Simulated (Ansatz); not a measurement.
We consider rock-salt LiI, described by HSE06 (PAW; Ansatz, a program for electronic structure).

Run with plane-wave cutoff 460 eV, 8×8×8 k mesh, Fermi–Dirac smearing 0.01 eV, scalar-relativistic PAW data made under PBE.

Pressure at four volumes; x = ln(V/26.727 Å³). One pressure is withheld.

```tsv
V (Å³/atom)	x	P (GPa)
25.391	-0.0513	?
25.831	-0.0341	0.828
26.727	0.0000	0.060
28.063	0.0488	-0.853
```

**Question.** Pass a parabola P(x) through the three rows shown, estimate the bulk modulus and its pressure derivative near zero pressure, and predict the withheld pressure.

**Answer.** Slopes between the rows: (0.060 − (0.828))/(0.0000 − (-0.0341)) = -22.52 and (-0.853 − (0.060))/(0.0488 − (0.0000)) = -18.71 GPa. Their difference over the span 0.0829 is c = 3.81/0.0829 = 46.0 GPa, so P(x) = 0.828 + (-22.52)(x − (-0.0341)) + 46.0 (x − (-0.0341))(x − (0.0000)). At the middle row B = −dP/dx = −[-22.52 + 46.0 × 0.0341] = 21.0 GPa, and B′ = dB/dP = 2c/B = 4.4. At x = -0.0513 the parabola gives 1.256 GPa; the run gives 1.261 GPa. The Birch–Murnaghan fit to the energies at all volumes has B0 = 20.6 GPa and B′ = 4.5.

Measured, for comparison: bulk modulus 24 GPa (0 K, extrapolated to 0 K; as tabulated in Doll and Stoll (1998), arXiv:cond-mat/9801031). Computed less measured: bulk modulus -14 %.

Spin–orbit coupling is not included.
